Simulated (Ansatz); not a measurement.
Runs of Ansatz 0.2.0 on MgS (Niningerite). The structure is cubic, space group Fm-3m (No. 225). Conventional cell: a = 5.203 Å, b = 5.203 Å, c = 5.203 Å, α = 90.00°, β = 90.00°, γ = 90.00°. S (site symmetry m-3m) has 6 Mg at 2.60 Å as nearest neighbours. Around Mg (site symmetry m-3m) lie 6 S at 2.60 Å. 

```tsv
task	level	potentials or basis	k mesh	cutoff (eV)	smearing	points for each segment of the path	driver	eos	gap on the mesh (eV)	pressure (GPa)	V0 of scaled cells (Å³/atom)	B0 (GPa)
equation of state	PBE0	Ansatz PAW	6 × 6 × 6	420	fermi-dirac 0.05 eV	-	-	-	-	-	17.52	80
atomic charges	r2SCAN0+D3(BJ)	Ansatz PAW	5 × 5 × 5	500	fixed	-	-	-	(c)	-	-	-
Born charges and dielectric tensor	HSEsol+D4	Ansatz PAW	5 × 5 × 5	420	fixed	-	-	-	4.17	-	-	-
atomic charges	wPBEh	PseudoDojo standard (PBE files)	5 × 5 × 5	1143	fermi-dirac 0.1 eV	-	-	-	(a)	0.6	-	-
electric field gradients	B3LYP+D3(BJ)	Ansatz PAW	6 × 6 × 6	420	gaussian 0.02 eV	-	-	-	(b)	-	-	-
band structure	RPBE+D3(BJ)	Ansatz PAW	9 × 9 × 9	420	gaussian 0.1 eV	14	-	-	3.07	-13.2	-	-
equation of state	LDA	Ansatz PAW polarizable	9 × 9 × 9	420	methfessel-paxton 0.1 eV	-	calculator	vinet	-	-	16.87	83
```

Alike in all rows: no spin polarisation; cell as given.

**Question.** Fill in the values left out.

**Answer.** (a) 4.26; (b) 4.23; (c) 5.40.

Caveats: the PAW data sets come from PBE, with cores solved anew for the run's functional, which leaves a small shift of forces and pressure (some runs); odd divisions of the mesh miss points on the zone boundary, where band edges often lie, so the gap on the mesh can be too wide (some runs); the potentials were made for another functional, which shifts forces and pressure (some runs); the k mesh misses the band edges, so the gap on the mesh is wider than the one along the path (some runs).

Not every run made on this cell is shown here.
